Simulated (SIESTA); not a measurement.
Set up this calculation in SIESTA 5.4.2, as the native input.

- Task: band structure
- Functional: PBE
- Potentials or basis: PseudoDojo 0.4 standard (PBE files)
- Basis: TZP (energy shift 0.003 Ry; two zetas on semicore shells)
- Grid cutoff: 800 Ry
- Energy shift: 0.003 Ry
- k mesh: 8 × 8 × 8
- Occupations: fermi-dirac, width 0.05 eV
- Spin: no spin polarisation

The system is Ge.

```xyz
2
Lattice="0.0000 2.8289 2.8289 2.8289 0.0000 2.8289 2.8289 2.8289 0.0000" Properties=species:S:1:pos:R:3 pbc="T T T"
Ge    4.2434    4.2434    4.2434
Ge    2.8289    2.8289    2.8289
```

These files were run (other wordings do the same):

Ge.fdf

```
SystemName                      Germanium
SystemLabel                     Ge
NumberOfSpecies                 1
NumberOfAtoms                   2
%block ChemicalSpeciesLabel
  1  32 Ge
%endblock ChemicalSpeciesLabel
%include structure.fdf

%block kgrid.MonkhorstPack
    8   0   0  0.0
    0   8   0  0.0
    0   0   8  0.0
%endblock kgrid.MonkhorstPack
XC.Functional                   GGA
XC.Authors                      PBE
PAO.BasisSize                   TZP
PAO.EnergyShift                 0.003 Ry
Mesh.Cutoff                     800 Ry
OccupationFunction              FD
ElectronicTemperature           0.05 eV
MaxSCFIterations                120
SCF.MustConverge                false
SCF.Mixer.Method                Pulay
SCF.Mixer.Weight                0.25
SCF.Mixer.History               8
SCF.DM.Tolerance                5.0e-05
SCF.H.Tolerance                 1.0e-03 eV
WriteForces                     true
Charge.Mulliken                 end
Charge.Hirshfeld                end
Charge.Voronoi                  end
SaveRho                         true
SaveElectrostaticPotential      true
BandLinesScale                  ReciprocalLatticeVectors
%block BandLines
    1    0.000000   0.000000   0.000000  \Gamma
   12    0.500000   0.000000   0.500000  X
    6    0.500000   0.250000   0.750000  W
    4    0.375000   0.375000   0.750000  K
   13    0.000000   0.000000   0.000000  \Gamma
   11    0.500000   0.500000   0.500000  L
    8    0.625000   0.250000   0.625000  U
    4    0.500000   0.250000   0.750000  W
    9    0.500000   0.500000   0.500000  L
    8    0.375000   0.375000   0.750000  K
    1    0.625000   0.250000   0.625000  U
    4    0.500000   0.000000   0.500000  X
%endblock BandLines
%block PAO.Basis
  Ge 4
  n=4 0 3
    5.972 0.000 0.000
  n=4 1 3
    8.196 0.000 0.000
  n=3 2 2
    3.189 0.000
  n=4 2 1
    8.196
%endblock PAO.Basis
```

structure.fdf

```
LatticeConstant                 1.0 Ang
%block LatticeVectors
     0.0000000000     2.8289100000     2.8289100000
     2.8289100000     0.0000000000     2.8289100000
     2.8289100000     2.8289100000     0.0000000000
%endblock LatticeVectors
AtomicCoordinatesFormat         Fractional
%block AtomicCoordinatesAndAtomicSpecies
     0.7500000000     0.7500000000     0.7500000000  1  Ge
     0.5000000000     0.5000000000     0.5000000000  1  Ge
%endblock AtomicCoordinatesAndAtomicSpecies
```

Potentials or basis: PseudoDojo 0.4 standard (PBE files), TZP (energy shift 0.003 Ry; two zetas on semicore shells).

Launch:

```sh
$ siesta < Ge.fdf > Ge.out 2>&1
```

It gave:

The pressure is 4.7 GPa and the band gap on the k mesh is none (metal or under the smearing width).

Caveat: the basis of atomic orbitals isn't converged, which shifts pressures, moduli and gaps.

Run time: 69 s on 1 thread of Arm Neoverse V2 (shared host), peak memory 0.36 GiB.
